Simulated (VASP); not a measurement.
A run of VASP 6.6.1:

The input INCAR:

```
PREC = Accurate
ENCUT = 520
EDIFF = 1E-7
ISMEAR = 0
SIGMA = 0.05
LREAL = F
LASPH = T
NELM = 150
ALGO = Normal
ISIF = 2
LWAVE = F
LCHARG = F
ISPIN = 2
MAGMOM = 0.5 0.5
LORBIT = 11
GGA = PE
NBANDS = 20
```

The input KPOINTS:

```
regular mesh
0
Gamma
  1 1 15
```

The input POSCAR:

```
GaAs
1.0
    9.0000000000      0.0000000000      0.0000000000
    0.0000000000      9.3000000000      0.0000000000
    0.0000000000      0.0000000000      4.7200595665
Ga As
1 1
Direct
    0.5000000000      0.5000000000      0.0000000000
    0.5000000000      0.5000000000      0.5000000000
```

Potentials or basis: VASP PAW PBE potentials, release 64 (Ga_d, As).

Command:

```console
$ cat potpaw_PBE.64/Ga_d/POTCAR potpaw_PBE.64/As/POTCAR > POTCAR
$ mpirun -np 1 vasp_std > vasp.out
```

Hardware: 1 thread of Intel(R) Xeon(R) 6975P-C (Granite Rapids) (shared host).

Problem. Estimate the wall time of this run.

Solution. Wall time 110 s on 1 thread of Intel(R) Xeon(R) 6975P-C (Granite Rapids), on a shared host, peak memory 0.57 GiB. Counts: scf iterations 23, k points 8.
